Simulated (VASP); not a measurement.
Wanted: the native input for a VASP 6.6.1 run.

```yaml
Task: single point
Functional: LDA
Potentials_or_basis: VASP PAW LDA potentials, release 64 (Ti_sv, O)
Cutoff: 520 eV
k_mesh: 6 × 6 × 6
Occupations: gaussian, width 0.01 eV
Spin: no spin polarisation
Dipole_correction: no
Further_INCAR_settings: ALGO = Fast; EDIFF = 1e-06; NBANDS = 33
```

The structure of TiO2 (Anatase) lies in POSCAR:

```
TiO2
1.0
   -1.8600243119      1.8600243119      4.6766522166
    1.8600243119     -1.8600243119      4.6766522166
    1.8600243119      1.8600243119     -4.6766522166
Ti O
2 4
Direct
    0.0000000000      0.0000000000      0.0000000000
    0.7500000000      0.2500000000      0.5000000000
    0.2081000000      0.2081000000      0.0000000000
    0.9581000000      0.4581000000      0.5000000000
    0.5419000000      0.0419000000      0.5000000000
    0.7919000000      0.7919000000      0.0000000000
```

The input as run:

INCAR

```
SYSTEM = TiO2
PREC = Accurate ; ENCUT = 520
EDIFF = 1E-6 ; ISMEAR = 0
SIGMA = 0.01 ; LREAL = .FALSE.
LASPH = .TRUE. ; NELM = 100
ALGO = Fast ; ISIF = 2
LWAVE = .FALSE. ; LCHARG = .FALSE.
GGA = CA ; NBANDS = 33
```

KPOINTS

```
regular mesh
0
G
  6 6 6
  0 0 0
```

Potentials or basis: VASP PAW LDA potentials, release 64 (Ti_sv, O).

Command:

```console
$ cat potpaw_LDA.64/Ti_sv/POTCAR potpaw_LDA.64/O/POTCAR > POTCAR
$ mpirun -np 1 vasp_std > vasp.out
```

Results of the run:

```yaml
Pressure: 6.6 GPa
Largest_force: 0.236 eV/Å
Band_gap_on_the_k_mesh: 2.14 eV, indirect (least direct gap 2.46 eV)
```

It took 2 min on 1 thread of AMD EPYC 9R45 96-Core Processor (Zen 5) (shared host), peak memory 0.19 GiB.
